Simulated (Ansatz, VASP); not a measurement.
## TePb: VASP beside Ansatz

The input INCAR:

```
SYSTEM = TePb
PREC     = Accurate       ! precision mode
ENCUT    = 520            ! plane-wave cutoff, eV
EDIFF    = 1E-6           ! SCF threshold, eV
ISMEAR   = 0              ! smearing method
SIGMA    = 0.1            ! smearing width, eV
LREAL    = .FALSE.        ! projectors in reciprocal space
LASPH    = .TRUE.         ! aspherical terms in the spheres
NELM     = 100            ! most SCF steps
ALGO     = Normal         ! electronic algorithm
ISIF     = 2              ! what is computed and relaxed
LWAVE    = .FALSE.        ! write WAVECAR
LCHARG   = .FALSE.        ! write CHGCAR
GGA      = PE             ! functional
NBANDS   = 17             ! bands
```

File KPOINTS:

```
regular mesh
0
G
  6 6 6
  0 0 0
```

Contents of POSCAR:

```
TePb
1.0
    0.0000000000      3.2310000000      3.2310000000
    3.2310000000      0.0000000000      3.2310000000
    3.2310000000      3.2310000000      0.0000000000
Te Pb
1 1
Direct
    0.5000000000      0.5000000000      0.5000000000
    0.0000000000      0.0000000000      0.0000000000
```

Input for Ansatz:

```yaml
crystal:
  lattice:
    - [0.0, 3.231, 3.231]
    - [3.231, 0.0, 3.231]
    - [3.231, 3.231, 0.0]
  atoms:
    - { symbol: Te, position: [0.5, 0.5, 0.5] }
    - { symbol: Pb, position: [0.0, 0.0, 0.0] }
basis:
  ecutwfc: 420
kpoints:
  mp_grid: { grid: [6, 6, 6] }
hamiltonian:
  xc: pbe
scf:
  occupations: { method: gaussian, width: 0.1 }
output:
  forces: true
  stress: true
  eigenvalues: true
```

Alike in both runs: task single point; functional PBE; k mesh 6 × 6 × 6; occupations gaussian, width 0.1 eV; no spin polarisation.

|  | VASP | Ansatz |
| --- | --- | --- |
| version | VASP 6.6.1 | Ansatz 0.2.0 |
| potentials or method | VASP PAW PBE potentials, release 64 (Te, Pb_d) | scalar-relativistic, plane waves, PAW |
| plane-wave cutoff (eV) | 520 | 420 |
| valence electrons in the cell | 20 | 30 |

VASP gave:

* gap on the k mesh at the Fermi level (eV): 0.74
* least direct gap on the mesh (eV): 0.74
* pressure (GPa): 2.1

Task: Estimate Ansatz's values.

Result: gap on the k mesh at the Fermi level (eV): 0.73; least direct gap on the mesh (eV): 0.73; pressure (GPa): 2.1.

The two sets of potentials don't hold the same shells in valence.

Caveats: spin-orbit coupling is left out, which as a rule narrows the gap of such compounds by several tenths of an eV. A k mesh can miss the band edges.
